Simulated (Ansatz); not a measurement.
## Stationary points along a deformation path in Zn

Level of theory: Ansatz 0.2.0, DFT PBE, scalar-relativistic, plane waves, PAW. Cutoff 420 eV, Γ-centred 24×24×24 k-points, Gaussian smearing of 0.15 eV. No spin polarisation. Energies are free energies at this smearing, counted from the undisturbed cell; pressure is positive in compression.

Reference structure (as given, not relaxed at this level; it stands at -0.3 GPa; this bcc form isn't the usual structure):

```
Zn
1.0
    -1.56904    1.56904    1.56904
     1.56904   -1.56904    1.56904
     1.56904    1.56904   -1.56904
Zn
1
Direct
  0.00000 0.00000 0.00000
```

At fixed volume and fractional coordinates, lengths along (0.577, 0.577, 0.577) are scaled against those across it; ρ is that ratio over its starting value. V = 15.451 Å³/atom. Δσ is the stress along the axis less the mean stress across it (compression positive).

```csv
ρ,ΔE (meV/atom),Δσ (GPa),space group
0.500,4345.2,337.46,R-3m
0.710,429.1,63.18,R-3m
1.000,0.0,0.00,Im-3m
1.410,86.7,-9.32,R-3m
2.000,226.5,0.00,Pm-3m
```

How does the stress give the slope of the energy, and where is the energy stationary?

Along the path d ln(length) is 2/3 d ln ρ on the axis and −1/3 d ln ρ across it, so dE/d ln ρ = −(2/3) V Δσ: the energy falls with ρ where Δσ is positive. Δσ vanishes or changes sign at ρ = 1.000 (Im-3m), a minimum at 0.0 meV/atom; at ρ = 2.000 (Pm-3m, an end of the scan), at 226.5 meV/atom. Pairs of stationary points between two samples would go unseen, and could change a minimum read from distant neighbours into a maximum. At ρ = 1.000, 2.000 the cell is cubic, where symmetry alone makes the stress isotropic and the slope zero.

In a metal these slopes depend on the k mesh and the smearing.